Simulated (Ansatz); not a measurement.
The cell is SnTe built on the rocksalt prototype; cell and atoms were relaxed with r2SCAN. Space group Fm-3m (No. 225), cubic; conventional cell a = 6.379 Å, 32.44 Å³ an atom. Around Sn lie 6 Te at 3.19 Å; around Te lie 6 Sn at 3.19 Å.

3 runs of the plane-wave code Ansatz on this cell differ in the functional (and in the settings that go with it). Levels are in eV from each run's valence top; v1 is the last filled band, c1 the first empty one.

Run A, mean stress -0.3 GPa (compression positive):
```tsv
point	v2	v1	c1	c2
Γ	-2.44	-2.44	3.78	3.78
X	-4.12	-4.12	2.55	5.39
U	-3.58	-2.97	3.35	3.42
L	-2.09	0.00	0.25	0.59
W	-5.27	-1.03	1.10	5.07
```

Run B, mean stress -0.1 GPa (compression positive):
```tsv
point	v2	v1	c1	c2
Γ	-2.38	-2.38	3.36	3.36
X	-3.93	-3.93	2.47	4.93
U	-3.43	-2.85	2.98	3.17
L	-2.02	0.00	0.15	0.34
W	-4.97	-1.02	0.85	4.82
```

Run C, mean stress +0.6 GPa (compression positive):
```tsv
point	v2	v1	c1	c2
Γ	-2.07	-2.07	3.25	3.25
X	-3.59	-3.59	2.30	4.72
U	-3.12	-2.65	2.92	3.00
L	-1.74	0.00	0.01	0.40
W	-4.63	-0.85	0.82	4.58
```

Q: Match the runs to PBE, r2SCAN, HSE06.

A: A is HSE06, B is r2SCAN, C is PBE. In order of the gap: PBE 0.01, r2SCAN 0.15, HSE06 0.25 eV. The stress vanishes for r2SCAN, which relaxed the cell.

The values are computed, spin-unpolarised, and not measurements.

No spin-orbit coupling is included; it can move band edges with weight on the heavy atoms by tenths of an eV.

The program warns that its thresholds are loose for a hybrid's stress.

Gaps or overlaps of about a tenth of an eV are at the limit of these meshes: between the points read a gap can be smaller or closed.
